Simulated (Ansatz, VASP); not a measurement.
W in VASP and in Ansatz

```xyz
1
Lattice="-1.5679 1.5679 1.5679 1.5679 -1.5679 1.5679 1.5679 1.5679 -1.5679" Properties=species:S:1:pos:R:3 pbc="T T T"
W     0.0000    0.0000    0.0000
```

Alike in both runs: functional LDA; k mesh 15 × 15 × 15; occupations fermi-dirac, width 0.05 eV; no spin polarisation.

Ansatz relaxed the structure, and its values are those at the end. VASP's run is a single point on that final structure, the one shown.

|  | VASP | Ansatz |
| --- | --- | --- |
| version | VASP 6.6.1 | Ansatz 0.2.0 |
| potentials or method | VASP PAW LDA potentials, release 64 (W_sv), cutoff 520 eV | all-electron LAPW, scalar-relativistic |

```tsv
	VASP	Ansatz	Ansatz less VASP
pressure (GPa)	1.9	0.0	-1.93
```

Ansatz ran all-electron here, so the differences hold the error of VASP's frozen core and of both bases.

Spin-orbit coupling is left out, which matters for the levels of W.
